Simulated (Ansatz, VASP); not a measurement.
This is a calculation of Bi2TeSe2 (Skippenite) for Ansatz 0.2.0.

input.yaml

```yaml
crystal:
  lattice:
    - [2.0632330214, 1.1912081403, 9.5810694946]
    - [-2.0632330214, 1.1912081403, 9.5810694946]
    - [0.0, -2.3824162806, 9.5810694946]
  atoms:
    - { symbol: Bi, position: [0.60194, 0.60194, 0.60194] }
    - { symbol: Bi, position: [0.39806, 0.39806, 0.39806] }
    - { symbol: Te, position: [0.0, 0.0, 0.0] }
    - { symbol: Se, position: [0.7884, 0.7884, 0.7884] }
    - { symbol: Se, position: [0.2116, 0.2116, 0.2116] }
hamiltonian:
  xc: pbesol
  pseudopotentials: { kind: paw }
kpoints:
  mp_grid: { grid: [7, 7, 7] }
scf:
  occupations: { method: fermi_dirac, width: 0.05 }
output:
  forces: true
  stress: true
  eigenvalues: true
```

Potentials or basis: Ansatz PAW.

Run with:

```console
$ ansatz run input.yaml --threads 1 --pin off --max-ram 3584MiB --backend cpu --events-out ev --progress --plain --runs-dir out
```

Problem. Translate it to VASP 6.6.1. Potentials there: VASP PAW PBE potentials, release 64 (Bi_d, Te, Se).

Solution. As run (the cutoff follows the program's own potentials):

Contents of INCAR:

```
SYSTEM = Bi2TeSe2
PREC     = Accurate       ! precision mode
ENCUT    = 520            ! plane-wave cutoff, eV
EDIFF    = 1E-7           ! SCF threshold, eV
ISMEAR   = -1             ! smearing method
SIGMA    = 0.05           ! smearing width, eV
LREAL    = .False.        ! projectors in reciprocal space
LASPH    = .True.         ! aspherical terms in the spheres
NELM     = 60             ! most SCF steps
ALGO     = Normal         ! electronic algorithm
ISIF     = 2              ! what is computed and relaxed
LWAVE    = .False.        ! write WAVECAR
LCHARG   = .False.        ! write CHGCAR
GGA      = PS             ! functional
NBANDS   = 32             ! bands
KPAR     = 2
```

File KPOINTS:

```
regular mesh
0
Gamma
  7 7 7
  0 0 0
```

The input POSCAR:

```
Bi2TeSe2
1.0
    2.0632330214      1.1912081403      9.5810694946
   -2.0632330214      1.1912081403      9.5810694946
    0.0000000000     -2.3824162806      9.5810694946
Bi Te Se
2 1 2
Direct
    0.6019400000      0.6019400000      0.6019400000
    0.3980600000      0.3980600000      0.3980600000
    0.0000000000      0.0000000000      0.0000000000
    0.7884000000      0.7884000000      0.7884000000
    0.2116000000      0.2116000000      0.2116000000
```

Potentials or basis: VASP PAW PBE potentials, release 64 (Bi_d, Te, Se).

Launch:

```bash
$ cat potpaw_PBE.64/Bi_d/POTCAR potpaw_PBE.64/Te/POTCAR potpaw_PBE.64/Se/POTCAR > POTCAR
$ mpirun -np 2 vasp_std > vasp.out
```

Both were run:

|  | VASP | Ansatz | Ansatz less VASP |
| --- | --- | --- | --- |
| gap on the k mesh at the Fermi level (eV) | 0.40 | 0.40 | -0.003 |
| least direct gap on the mesh (eV) | 0.40 | 0.40 | -0.003 |
| pressure (GPa) | 4.9 | 4.9 | -0.05 |
| largest component of the traceless stress (GPa) | 0.29 | 0.29 | -0.005 |
| rms of the force components (eV/Å) | 0.689 | 0.691 | +0.0021 |

Atom by atom the forces differ by 0.005 eV/Å (rms over components). The two sets of potentials don't hold the same shells in valence.

Caveats: spin-orbit coupling is left out, which as a rule narrows the gap of such compounds by several tenths of an eV; the PAW data sets were made with another functional, which shifts forces and pressure a little (VASP); an odd mesh through Γ misses points on the zone boundary, where band edges often lie (VASP); odd divisions of the mesh miss points on the zone boundary, where band edges often lie, so the gap on the mesh can be too wide (Ansatz); the PAW data sets come from PBE, with cores solved anew for the run's functional, which leaves a small shift of forces and pressure (Ansatz); forces of over 1 eV/Å show positions far from the minimum, so gaps and moduli don't describe the material at rest (Ansatz).
